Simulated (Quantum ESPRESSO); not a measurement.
MgS (Niningerite):

```
S Mg
1.0
     0.00000    2.60165    2.60165
     2.60165    0.00000    2.60165
     2.60165    2.60165    0.00000
S Mg
1 1
Cartesian
  2.6016 2.6016 2.6016
  0.0000 0.0000 0.0000
```

- Program: Quantum ESPRESSO 7.5
- Task: single point
- Functional: PBEsol
- Potentials or basis: GBRV 1.5 PBEsol
- Cutoff: 612 eV
- Density cutoff: 4898 eV
- k mesh: 9 × 9 × 9
- Occupations: fermi-dirac, width 0.05 eV
- Spin: no spin polarisation

On this cell: pressure -1.1 GPa; largest force zero by symmetry; band gap on the k mesh 2.84 eV, indirect (least direct gap 3.59 eV).

The same run follows on a disturbed copy (atoms moved at random, drawn with an rms of 0.05 Å):

```
S Mg
1.0
     0.00000    2.60165    2.60165
     2.60165    0.00000    2.60165
     2.60165    2.60165    0.00000
S Mg
1 1
Direct
  0.49923 0.50365 0.50962
  0.01475 0.99180 0.98833
```

What changes?

The energy moves by +5.5 meV/atom; pressure -0.8 GPa; largest force 0.255 eV/Å; band gap on the k mesh 2.84 eV, indirect (least direct gap 3.59 eV).

Forces on the atoms (eV/Å):
```
S   -0.250 -0.041  0.026
Mg   0.250  0.041 -0.026
```

Stress tensor (GPa, compression positive):
```
-0.21 -0.02  0.01
-0.02 -1.09  0.00
 0.01  0.00 -1.11
```

Caveats: an odd mesh through Γ misses points on the zone boundary, where band edges often lie.
